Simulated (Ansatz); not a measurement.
# NbSn: convergence with the PAW cutoff

How much do the results for NbSn depend on the PAW cutoff?

Program: Ansatz 0.2.0. Level of theory: DFT, PBE, PAW with Ansatz's default frozen-core files, scalar-relativistic. These are calculated values, not measurements.

6 further runs of the same task are left out: 6 that didn't finish.

## Step 1: Starting point

Symmetry: R-3m, No. 166, trigonal system. Conventional cell: a = 3.145 Å, b = 3.145 Å, c = 14.274 Å, α = 90.00°, β = 90.00°, γ = 120.00°. Around Nb (site symmetry -3m) lie 6 Sn at 2.99 Å and 6 Nb at 3.15 Å. Sn (site symmetry -3m) has 6 Nb at 2.99 Å and 6 Sn at 3.15 Å as nearest neighbours.

As a file:

```cif
data_structure
_symmetry_space_group_name_H-M 'P 1'
_symmetry_Int_Tables_number 1
_cell_length_a 5.0928
_cell_length_b 5.0928
_cell_length_c 5.0928
_cell_angle_alpha 35.971
_cell_angle_beta 35.971
_cell_angle_gamma 35.971
_cell_volume 40.76
loop_
_atom_site_label
_atom_site_type_symbol
_atom_site_fract_x
_atom_site_fract_y
_atom_site_fract_z
_atom_site_occupancy
Nb1 Nb 0.00000 0.00000 0.00000 1
Sn1 Sn 0.50000 0.50000 0.50000 1
```

The cell was relaxed by PAW from a hypothetical start (L11 type); it needn't be the stable phase of this composition.

Atoms are numbered in the order of the input: Nb1, Sn2.

## Step 2: With PAW files, cutoff 200 eV

The input, input.yaml:

```yaml
crystal:
  lattice:
    - [1.5725394942, -0.9079061003, 4.7581416149]
    - [0.0, 1.8158122006, 4.7581416149]
    - [-1.5725394942, -0.9079061003, 4.7581416149]
  atoms:
    - { symbol: Nb, position: [0.0, 0.0, 0.0] }
    - { symbol: Sn, position: [0.5, 0.5, 0.5] }
kpoints:
  mp_grid: { grid: [16, 16, 16] }
scf:
  occupations: { method: fermi_dirac, width: 0.03 }
hamiltonian:
  xc: pbe
  pseudopotentials: { kind: paw }
output:
  forces: true
  stress: true
  eigenvalues: true
  efg: { contact_densities: true }
basis:
  ecutwfc: 200
```

Command:

```
$ ansatz run input.yaml --threads 1 --pin off --max-ram 2048MiB --backend cpu --events-out ev --progress --plain --runs-dir out
```

The program printed (excerpt; [...] marks lines left out):

```text
Warning: basis.ecutwfc = 200 eV is below the records' recommended 420 eV, and the density's cutoff is lower with it unless basis.ecutrho_ratio is high enough to keep the records' density cutoff: compare with a run at a higher cutoff
[...]
Nb, Sn: output.efg is read without spin–orbit coupling, which moves field gradients at and beside such atoms by some per cent and up to a factor of two; PAW files take it under magnetization.noncollinear and magnetization.spin_orbit
[...]
Pseudopotentials: kind: paw
Pseudopotential: Nb, paw, valence charge 13, recommended cutoff 420 eV (normal)
Pseudopotential: Sn, paw, valence charge 14, recommended cutoff 420 eV (normal)
Functional definition: PBE
[...]
Crystal: 2 atoms, lattice volume = 40.760 Å³
Basis set: ecut = 200 eV, 263 PW (Γ), FFT grids on a1−a3, a2−a3, a3, exchange–correlation on 30×30×48 points (8 copies of the dense FFT grid, shifted against one another)
Bands: 18, of which v1, the nominal top of the filled ones, is band 14 counted from 1 (13 counted from 0)
Symmetry: 12 space group operations
Space group: R-3m (ITA 166), of the structure as read, at distance tolerance 3.4e-5 Å
k-points: 417 of 4096
[...]
SCF iter   1: F=—  HF=-10569.127077 eV  |F-HF|=—  |Δ(HF+E_count)|=         —  Δρ=5.47e-2  dr2=5.39e-1  ethr=1.77e-3  ⟨swp⟩=5.1  Hψ=30867  notcnv=0
[...]
SCF iter   7: F=-10568.757994 eV  HF=-10568.757994 eV  |F-HF|=3.26e-10  |Δ(HF+E_count)|=   1.90e-8  Δρ=3.37e-6  dr2=4.09e-9  ethr=3.70e-10  ⟨swp⟩=4.1  Hψ=21356  notcnv=0
the search or the solves at the SCF's close seem to have found levels that the self-consistency loop had missed (the run counts 1). By its estimate they hold under 1e-12 electrons; where the run keeps them, the occupations were computed again with them
[...]
SCF converged after 7 iterations
Free energy (F): -10568.757994 eV
[...]
E sigma→0 (E₀):  -10568.755544 eV
Entropy (-TS):   -0.004899 eV (-2.450 meV/atom)
Fermi energy:    15.889543 eV
[...]
--- Forces (eV/Å), atoms counted from 1 ---
  atom   1  Nb     0.00000000    -0.00000000    -0.00000000
  atom   2  Sn     0.00000000     0.00000000    -0.00000000
[...]
--- Stress (GPa, compression-positive) ---
        5.221006       0.000000       0.000000
        0.000000       5.221006      -0.000000
        0.000000      -0.000000       7.232587
  P = ⅓ Tr σ = 5.8915 GPa (58.915 kbar)
--- PAW observables at the nuclei: V_zz in 10²¹ V/m², potentials from the cell's mean, atoms counted from 1 ---
  atom   1  Nb V_zz =    +5.937227   η = 0.0000   by run symmetry: allowed
            electrostatic potential = -6139.215339 V   contact ρ = 540904.624212 e/Å³
  atom   2  Sn V_zz =   -30.280309   η = 0.0000   by run symmetry: allowed
            electrostatic potential = -8174.445538 V   contact ρ = 1236390.965451 e/Å³
--- Band table (eV; the first three rows and the last of 417) ---
  k-point 0: bands = ["-39.9622", "-15.7533", "-15.3738", "-15.3738", "-6.9213", "-6.9213", "-6.6667", "-6.4905", "-6.4905", "4.4126", "12.5965", "13.2064", "16.0003", "16.0003", "17.7481", "17.7481", "19.7960", "24.0571"]
[...]
```

Run time: 7.6 s. Hardware: 1 thread of Intel Xeon Platinum 8375C at 2.90GHz (Ice Lake), shared host; peak memory 0.48 GiB.

Read from it: pressure 5.89 GPa; no gap; Vzz Nb1 5.94 (η = 0.00), Sn2 -30.3 (η = 0.00) (10²¹ V/m²).

## Step 3: With PAW files, cutoff 250 eV

Changes to input.yaml since step 2:

```diff
@@ -20,3 +20,7 @@
   efg: { contact_densities: true }
+  write_density: true
+  write_potential: true
+  elf: true
+  volumetric_format: npy
 basis:
-  ecutwfc: 200
+  ecutwfc: 250
```

Command:

```
$ ansatz run input.yaml --threads 1 --pin off --max-ram 2048MiB --backend cpu --events-out ev --progress --plain --runs-dir out
```

The program printed (excerpt; [...] marks lines left out):

```text
Warning: basis.ecutwfc = 250 eV is below the records' recommended 420 eV, and the density's cutoff is lower with it unless basis.ecutrho_ratio is high enough to keep the records' density cutoff: compare with a run at a higher cutoff
[...]
Nb, Sn: output.efg is read without spin–orbit coupling, which moves field gradients at and beside such atoms by some per cent and up to a factor of two; PAW files take it under magnetization.noncollinear and magnetization.spin_orbit
[...]
[... 4 set-up lines as earlier in the session ...]
[...]
Crystal: 2 atoms, lattice volume = 40.760 Å³
Basis set: ecut = 250 eV, 367 PW (Γ), FFT grids on a1−a2, a2, −a2+a3, exchange–correlation on 36×54×36 points (8 copies of the dense FFT grid, shifted against one another)
[...]
Entropy (-TS):   -0.004874 eV (-2.437 meV/atom)
Fermi energy:    15.788975 eV
[...]
--- Forces (eV/Å), atoms counted from 1 ---
  atom   1  Nb     0.00000000    -0.00000000    -0.00000000
  atom   2  Sn    -0.00000000    -0.00000000     0.00000000
[...]
--- Stress (GPa, compression-positive) ---
        0.360256       0.000000       0.000000
        0.000000       0.360256      -0.000000
        0.000000      -0.000000       1.089792
  P = ⅓ Tr σ = 0.6034 GPa (6.034 kbar)
--- PAW observables at the nuclei: V_zz in 10²¹ V/m², potentials from the cell's mean, atoms counted from 1 ---
  atom   1  Nb V_zz =    +5.537749   η = 0.0000   by run symmetry: allowed
            electrostatic potential = -6141.927364 V   contact ρ = 540903.989421 e/Å³
  atom   2  Sn V_zz =   -27.728696   η = 0.0000   by run symmetry: allowed
            electrostatic potential = -8178.630074 V   contact ρ = 1236365.337985 e/Å³
--- Band table (eV; the first three rows and the last of 417) ---
  k-point 0: bands = ["-39.4143", "-15.5460", "-15.0903", "-15.0903", "-6.0509", "-6.0509", "-5.9596", "-5.8169", "-5.8169", "4.4567", "12.5482", "13.0253", "15.9564", "15.9564", "17.5961", "17.5961", "19.7390", "23.9749"]
[...]
```

It took 9.8 s on 1 thread of Intel Xeon Platinum 8375C at 2.90GHz (Ice Lake), shared host; peak memory 0.5 GiB.

Result: pressure 0.60 GPa; no gap; Vzz Nb1 5.54 (η = 0.00), Sn2 -27.73 (η = 0.00) (10²¹ V/m²).

## Step 4: With PAW files, cutoff 300 eV

Changes to input.yaml since step 3:

```diff
@@ -20,7 +20,3 @@
   efg: { contact_densities: true }
-  write_density: true
-  write_potential: true
-  elf: true
-  volumetric_format: npy
 basis:
-  ecutwfc: 250
+  ecutwfc: 300
```

Command:

```
$ ansatz run input.yaml --threads 1 --pin off --max-ram 2048MiB --backend cpu --events-out ev --progress --plain --runs-dir out
```

The program printed (excerpt; [...] marks lines left out):

```text
Warning: basis.ecutwfc = 300 eV is below the records' recommended 420 eV, and the density's cutoff is lower with it unless basis.ecutrho_ratio is high enough to keep the records' density cutoff: compare with a run at a higher cutoff
[...]
Nb, Sn: output.efg is read without spin–orbit coupling, which moves field gradients at and beside such atoms by some per cent and up to a factor of two; PAW files take it under magnetization.noncollinear and magnetization.spin_orbit
[...]
[... 4 set-up lines as earlier in the session ...]
[...]
Crystal: 2 atoms, lattice volume = 40.760 Å³
Basis set: ecut = 300 eV, 505 PW (Γ), FFT grids on a1−a3, a2−a3, a3, exchange–correlation on 36×36×60 points (8 copies of the dense FFT grid, shifted against one another)
[...]
Entropy (-TS):   -0.004873 eV (-2.437 meV/atom)
Fermi energy:    15.773052 eV
[...]
--- Forces (eV/Å), atoms counted from 1 ---
  atom   1  Nb     0.00000000     0.00000000    -0.00000000
  atom   2  Sn    -0.00000000    -0.00000000     0.00000000
[...]
--- Stress (GPa, compression-positive) ---
        0.077738       0.000000       0.000000
        0.000000       0.077738      -0.000000
        0.000000      -0.000000      -0.053386
  P = ⅓ Tr σ = 0.0340 GPa (0.340 kbar)
--- PAW observables at the nuclei: V_zz in 10²¹ V/m², potentials from the cell's mean, atoms counted from 1 ---
  atom   1  Nb V_zz =    +5.848010   η = 0.0000   by run symmetry: allowed
            electrostatic potential = -6142.595904 V   contact ρ = 540903.795945 e/Å³
  atom   2  Sn V_zz =   -27.402163   η = 0.0000   by run symmetry: allowed
            electrostatic potential = -8179.489571 V   contact ρ = 1236363.440979 e/Å³
--- Band table (eV; the first three rows and the last of 417) ---
  k-point 0: bands = ["-39.2965", "-15.4718", "-15.0238", "-15.0238", "-5.8945", "-5.8945", "-5.7926", "-5.6412", "-5.6412", "4.4620", "12.5408", "13.0042", "15.9417", "15.9417", "17.6014", "17.6014", "19.7482", "23.9136"]
[...]
```

Run time: 11 s. Hardware: 1 thread of Intel Xeon Platinum 8375C at 2.90GHz (Ice Lake), shared host; peak memory 0.53 GiB.

Read from it: pressure 0.03 GPa; no gap; Vzz Nb1 5.85 (η = 0.00), Sn2 -27.40 (η = 0.00) (10²¹ V/m²).

## Step 5: With PAW files, cutoff 350 eV

Changes to input.yaml since step 4:

```diff
@@ -21,2 +21,2 @@
 basis:
-  ecutwfc: 300
+  ecutwfc: 350
```

Command:

```
$ ansatz run input.yaml --threads 1 --pin off --max-ram 2048MiB --backend cpu --events-out ev --progress --plain --runs-dir out
```

The program printed (excerpt; [...] marks lines left out):

```text
Warning: basis.ecutwfc = 350 eV is below the records' recommended 420 eV, and the density's cutoff is lower with it unless basis.ecutrho_ratio is high enough to keep the records' density cutoff: compare with a run at a higher cutoff
[...]
Nb, Sn: output.efg is read without spin–orbit coupling, which moves field gradients at and beside such atoms by some per cent and up to a factor of two; PAW files take it under magnetization.noncollinear and magnetization.spin_orbit
[...]
[... 4 set-up lines as earlier in the session ...]
[...]
Crystal: 2 atoms, lattice volume = 40.760 Å³
Basis set: ecut = 350 eV, 615 PW (Γ), FFT grids on a1−a3, a2−a3, a3, exchange–correlation on 40×40×64 points (8 copies of the dense FFT grid, shifted against one another)
[...]
Entropy (-TS):   -0.004895 eV (-2.447 meV/atom)
Fermi energy:    15.770736 eV
[...]
--- Forces (eV/Å), atoms counted from 1 ---
  atom   1  Nb     0.00000000     0.00000000    -0.00000000
  atom   2  Sn    -0.00000000    -0.00000000     0.00000000
[...]
--- Stress (GPa, compression-positive) ---
        0.069960       0.000000       0.000000
        0.000000       0.069960      -0.000000
        0.000000      -0.000000       0.068276
  P = ⅓ Tr σ = 0.0694 GPa (0.694 kbar)
--- PAW observables at the nuclei: V_zz in 10²¹ V/m², potentials from the cell's mean, atoms counted from 1 ---
  atom   1  Nb V_zz =    +5.992876   η = 0.0000   by run symmetry: allowed
            electrostatic potential = -6142.696093 V   contact ρ = 540903.824372 e/Å³
  atom   2  Sn V_zz =   -27.374211   η = 0.0000   by run symmetry: allowed
            electrostatic potential = -8179.618034 V   contact ρ = 1236363.355428 e/Å³
--- Band table (eV; the first three rows and the last of 417) ---
  k-point 0: bands = ["-39.2798", "-15.4612", "-15.0131", "-15.0131", "-5.8685", "-5.8685", "-5.7669", "-5.6152", "-5.6152", "4.4621", "12.5403", "13.0019", "15.9406", "15.9406", "17.6013", "17.6013", "19.7504", "23.9023"]
[...]
```

Run time: 11 s. Hardware: 1 thread of Intel Xeon Platinum 8375C at 2.90GHz (Ice Lake), shared host; peak memory 0.55 GiB.

Result: pressure 0.07 GPa; no gap; Vzz Nb1 5.99 (η = 0.00), Sn2 -27.37 (η = 0.00) (10²¹ V/m²).

## Step 6: With PAW files, cutoff 800 eV

Changes to input.yaml since step 5:

```diff
@@ -21,2 +21,2 @@
 basis:
-  ecutwfc: 350
+  ecutwfc: 800
```

Command:

```
$ ansatz run input.yaml --threads 1 --pin off --max-ram 2048MiB --backend cpu --events-out ev --progress --plain --runs-dir out
```

The program printed (excerpt; [...] marks lines left out):

```text
[...]
Nb, Sn: output.efg is read without spin–orbit coupling, which moves field gradients at and beside such atoms by some per cent and up to a factor of two; PAW files take it under magnetization.noncollinear and magnetization.spin_orbit
[...]
[... 4 set-up lines as earlier in the session ...]
[...]
Crystal: 2 atoms, lattice volume = 40.760 Å³
Basis set: ecut = 800 eV, 2133 PW (Γ), FFT grids on a1−a3, a2−a3, a3, exchange–correlation on 60×60×96 points (8 copies of the dense FFT grid, shifted against one another)
Bands: 18, of which v1, the nominal top of the filled ones, is band 14 counted from 1 (13 counted from 0)
[... 1 set-up line as earlier in the session ...]
[...]
  atom   1  Nb     0.00000000     0.00000000     0.00000000
  atom   2  Sn     0.00000000     0.00000000     0.00000000
[...]
--- Stress (GPa, compression-positive) ---
        0.024493       0.000000       0.000000
        0.000000       0.024493      -0.000000
        0.000000      -0.000000      -0.020807
  P = ⅓ Tr σ = 0.0094 GPa (0.094 kbar)
--- PAW observables at the nuclei: V_zz in 10²¹ V/m², potentials from the cell's mean, atoms counted from 1 ---
  atom   1  Nb V_zz =    +5.994200   η = 0.0000   by run symmetry: allowed
            electrostatic potential = -6142.686269 V   contact ρ = 540903.862180 e/Å³
  atom   2  Sn V_zz =   -27.379617   η = 0.0000   by run symmetry: allowed
            electrostatic potential = -8179.607524 V   contact ρ = 1236363.334967 e/Å³
--- Band table (eV; the first three rows and the last of 417) ---
  k-point 0: bands = ["-39.2812", "-15.4621", "-15.0138", "-15.0138", "-5.8691", "-5.8691", "-5.7675", "-5.6158", "-5.6158", "4.4621", "12.5390", "13.0007", "15.9397", "15.9397", "17.6004", "17.6004", "19.7494", "23.8993"]
[...]
```

Wall time 27 s (1 thread of Intel Xeon Platinum 8375C at 2.90GHz (Ice Lake), shared host); peak memory 0.91 GiB.

In short: pressure 0.01 GPa; no gap; Vzz Nb1 5.99 (η = 0.00), Sn2 -27.38 (η = 0.00) (10²¹ V/m²).

## Step 7: All runs together

```
cutoff (eV)  energy from the last row (meV/atom)  pressure (GPa)  Vzz Nb1 (10²¹ V/m²)  Vzz Sn2 (10²¹ V/m²)  SCF cycles, all passes   time
        200                              3754.87            5.89                 5.94               -30.28                       7  7.6 s
        250                               434.45            0.60                 5.54               -27.73                       6  9.8 s
        300                                37.08            0.03                 5.85               -27.40                       6   11 s
        350                                 4.40            0.07                 5.99               -27.37                       6   11 s
        800                                 0.00            0.01                 5.99               -27.38                       6   27 s
```

Energies are those extrapolated to zero smearing.

## Step 8: Results

| quantity | value |
| --- | --- |
| energy error of the loosest run (PAW) | 3754.9 meV/atom |
| within 1 meV/atom from | no run before the tightest |
| pressure, lowest to highest (PAW) | 0.01 to 5.89 GPa |

What this shows: At the loosest setting in the table the energy misses the tightest run by 3754.9 meV/atom; even the run before the tightest is more than 1 meV/atom away, so the sweep hasn't shown convergence. The energy falls at every step, as a growing basis should make it. The pressure spans 5.88 GPa (PAW). The tightest run took 27 s against 7.6 s for the loosest.
